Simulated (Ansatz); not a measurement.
# CdTe: what relativity and spin–orbit coupling change

```
Cd Te
1.0
     0.00000    3.28211    3.28211
     3.28211    0.00000    3.28211
     3.28211    3.28211    0.00000
Cd Te
1 1
Direct
  0.00000 0.00000 0.00000
  0.75000 0.75000 0.75000
```

Atom numbers follow the list: Cd1, Te2.

The conventional cell has a = 6.564 Å, b = 6.564 Å, c = 6.564 Å, α = 90.00°, β = 90.00°, γ = 90.00°. Around Cd (atom 1) lie 4 Te at 2.84 Å. Te (atom 2) is surrounded by 4 Cd at 2.84 Å.

The cell is the one relaxed in the Materials Project (mp-406), not relaxed further here; entries there can be hypothetical.

One fixed cell is solved with PBEsol by LAPW (all electrons) in Ansatz 0.2.0 under different relativistic treatments. Pressure is positive in compression.

The runs use a Γ-centred 7×7×7 k mesh, Fermi–Dirac smearing of 0.01 eV, basis error target 0.5 meV/atom, no spin polarisation.

Gaps under 0.4 eV may close at points that the mesh misses.

```tsv
setting	P (GPa)	gap on the k mesh (eV)
scalar-relativistic	-1.30	0.55
non-relativistic	0.25	?
with spin–orbit coupling	-1.28	?
scalar-relativistic, point nuclei	-1.30	0.55
scalar-relativistic, inner shells corrected to Dirac	-1.29	0.55
```

(1) Give the missing entry: row "non-relativistic", column "gap on the k mesh (eV)".

(2) Fill in "gap on the k mesh (eV)" for the row "with spin–orbit coupling".

Answers

(1) 1.68.

(2) 0.28.
